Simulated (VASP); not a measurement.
Set up this calculation in VASP 6.6.1, as the native input.

| Item | Value |
| --- | --- |
| Task | work function |
| Functional | PBEsol |
| Potentials or basis | VASP PAW PBE potentials, release 64 (Sr_sv) |
| Cutoff | 520 eV |
| k mesh | 7 × 7 × 1 |
| Occupations | fermi-dirac, width 0.05 eV |
| Spin | no spin polarisation |
| Dipole correction | yes |
| Further INCAR settings | ALGO = Normal; EDIFF = 1e-06 |

The structure of Sr lies in POSCAR:

```
Sr
1.0
    4.3100002206      0.0000000000      0.0000000000
   -2.1550001103      3.7325696815      0.0000000000
    0.0000000000      0.0000000000     22.0500000000
Sr
3
Direct
    0.3333333333      0.6666666666      0.3401360544
    0.6666666667      0.3333333334      0.5000000000
    0.3333333333      0.6666666666      0.6598639456
```

The slab is cut from a database's or a generator's crystal, which needn't be the stable form of the element.

The input as run:

INCAR

```
SYSTEM = Sr
PREC = Accurate
ENCUT = 520
EDIFF = 1E-6
ISMEAR = -1
SIGMA = 0.05
LREAL = .False.
LASPH = .True.
NELM = 100
ALGO = Normal
ISIF = 2
LWAVE = .False.
LCHARG = .True.
LDIPOL = .True.
IDIPOL = 3
DIPOL = 0.5 0.5 0.500
GGA = PS
LELF = .True.
LVHAR = .True.
LVACPOTAV = .True.
```

KPOINTS

```
Automatic mesh
0
Gamma
  7 7 1
  0 0 0
```

Potentials or basis: VASP PAW PBE potentials, release 64 (Sr_sv).

Run with:

```console
$ cat potpaw_PBE.64/Sr_sv/POTCAR > POTCAR
$ mpirun -np 1 vasp_std > vasp.out
```

It gave:

```json
{"Largest force": "0.127 eV/Å", "Band gap on the k mesh": "none (metal or under the smearing width)", "Work function of the upper face": "2.68 eV", "Work function of the lower face": "2.68 eV"}
```

Caveat: the PAW data sets were made with another functional, which shifts forces and pressure a little.

Wall time 65 s on 1 thread of Intel(R) Xeon(R) Platinum 8488C (Sapphire Rapids) (shared host), peak memory 0.41 GiB.
